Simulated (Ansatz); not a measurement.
Input and command of a plane-wave DFT calculation in Ansatz:

```yaml
crystal:
  lattice:
    - [1.5994260774, 0.9234290764, 7.7548432223]
    - [-1.5994260774, 0.9234290764, 7.7548432223]
    - [0.0, -1.8468581527, 7.7548432223]
  atoms:
    - { symbol: Hf, position: [0.77941866, 0.77941866, 0.77941866] }
    - { symbol: Hf, position: [0.22058134, 0.22058134, 0.22058134] }
    - { symbol: Hf, position: [0.0, 0.0, 0.0] }
    - { symbol: "N", position: [0.61191553, 0.61191553, 0.61191553] }
    - { symbol: "N", position: [0.38808447, 0.38808447, 0.38808447] }
basis:
  ecutwfc: 500
kpoints:
  mp_grid: { grid: [1, 1, 1] }
hamiltonian:
  xc: r2scan
scf:
  occupations: { method: gaussian, width: 0.1 }
output:
  forces: true
  stress: true
  eigenvalues: true
```

```bash
ansatz run input.yaml --threads 1 --pin off --max-ram 2560MiB --backend cpu --events-out ev --progress --plain --runs-dir out
```

Processor: Intel(R) Xeon(R) Processor @ 2.50GHz (Skylake/Cascade Lake), 1 thread, on a host shared with other jobs.

How long does it run, and how much memory does it take?

About 6.3 s on 1 thread of Intel(R) Xeon(R) Processor @ 2.50GHz (Skylake/Cascade Lake), with other jobs on the host, peak memory 0.45 GiB. It solves 53 bands at 1 k points (the mesh reduced by symmetry) with about 1733 plane waves, in 11 SCF iterations.
